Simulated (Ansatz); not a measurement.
# Phosphorus, simple cubic: HSE06 after PBE

How do the levels change when part of the exchange is made exact, and what does it cost? Spin polarisation is left out. The geometry was relaxed under PBE beforehand and is kept. Exact exchange is dear, so the k-mesh is coarse, and PBE is run on the same mesh for comparison.

Program: Ansatz 0.2.0. Level of theory: DFT, plane waves (420 eV) with PBE-made PAW files, scalar-relativistic; functionals as named at each step. These are calculated values, not measurements.

### Step 1. The structure to begin with

It takes space group Pm-3m (No. 221, cubic). The conventional cell has a = 2.444 Å, b = 2.444 Å, c = 2.444 Å, α = 90.00°, β = 90.00°, γ = 90.00°. Around P (site symmetry m-3m) lie 6 P at 2.44 Å.

Structure file:

```
CELL_PARAMETERS angstrom
2.44367 0.00000 0.00000
0.00000 2.44367 0.00000
0.00000 0.00000 2.44367
ATOMIC_POSITIONS crystal
P 0.00000 0.00000 0.00000
```

### Step 2. PBE, coarse mesh

The run with PBE.

File input.yaml:

```yaml
crystal:
  lattice:
    - [2.4436666415, 0.0, 0.0]
    - [0.0, 2.4436666415, 0.0]
    - [0.0, 0.0, 2.4436666415]
  atoms:
    - { symbol: P, position: [0.0, 0.0, 0.0] }
hamiltonian:
  xc: pbe
  pseudopotentials:
    kind: paw
    azcp:
      P: "pseudopotentials/P.paw.azcp"
basis:
  ecutwfc: 420
  fft_grid_basis: typed
kpoints:
  mp_grid: { grid: [7, 7, 7], shift: [0, 0, 0] }
magnetization:
  spin_polarized: false
scf:
  occupations: { method: fermi_dirac, width: 0.1 }
```

Started as:

```
> ansatz run input.yaml --threads 4 --pin off --max-ram 8192MiB --backend cpu --events-out ev --progress --plain --runs-dir out
```

### Step 3. HSE06, coarse mesh

The run with HSE06.

input.yaml, as its differences from that of step 2:

```diff
@@ -8,3 +8,3 @@
 hamiltonian:
-  xc: pbe
+  xc: hse06
   pseudopotentials:
```

(Steps that only read results are left out.)

Before running it: what results should come out? Wanted: PBE: gap; HSE06: gap; HSE06: relative to black phosphorus.

**Answer**, as computed:

| quantity | value |
| --- | --- |
| PBE: gap | none (levels filled in part) |
| HSE06: gap | none (levels filled in part) |
| HSE06: SCF cycles, exchange loops | 11, 2 |
| HSE06: CPU time over that of PBE | 17 |
| HSE06: relative to black phosphorus | +161 meV/atom |

In words: Neither PBE nor HSE06 shows a clean gap on this mesh. HSE06 cost 17 times the CPU time of PBE. HSE06 needed 2 outer loops of the exchange operator. The dense-mesh value adds -7.4 meV/atom, the change that PBE shows between the coarse mesh and its own dense run (not shown). Under HSE06 it lies 161 meV/atom above black phosphorus (computed apart in the same way); on such meshes a few tens of meV are uncertain for metals. The total energies in the logs cannot be compared from one functional to another.
